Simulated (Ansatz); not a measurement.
**GaN: equation of state with HISS**

The system is GaN.

```xyz
2
Lattice="0.0000 2.2535 2.2535 2.2535 0.0000 2.2535 2.2535 2.2535 0.0000" Properties=species:S:1:pos:R:3 pbc="T T T"
Ga    0.0000    0.0000    0.0000
N     1.1268    1.1268    1.1268
```

The cell is a database's computed one.

| Item | Value |
| --- | --- |
| Program | Ansatz 0.2.0 |
| Task | equation of state |
| Functional | HISS |
| Potentials or basis | Ansatz PAW |
| Cutoff | 420 eV |
| Density cutoff | 1680 eV |
| k mesh | 5 × 5 × 5 |
| Occupations | fermi-dirac, width 0.05 eV |
| Spin | no spin polarisation |

| Item | Value |
| --- | --- |
| Equilibrium volume | 11.14 Å³/atom |
| Bulk modulus | 219 GPa |
| Pressure derivative of the bulk modulus | 4.2 (rough: it moves with the points fitted) |

Energy against volume, from the lowest point:
| volume (Å³/atom) | energy (meV/atom) |
| --- | --- |
| 10.757 | 9.08 |
| 10.986 | 0.92 |
| 11.215 | 0.00 |
| 11.444 | 5.10 |
| 11.673 | 15.77 |
| 11.902 | 31.41 |
| 12.131 | 51.78 |

All runs of the series together: 63 s on 2 threads of Intel(R) Xeon(R) Platinum 8488C (Sapphire Rapids) (shared host).

Caveat: the k mesh is coarse (spacing up to 0.48 Å⁻¹), so the values aren't converged, least of all with exact exchange; the PAW data sets were made with another functional, which shifts forces and pressure a little.
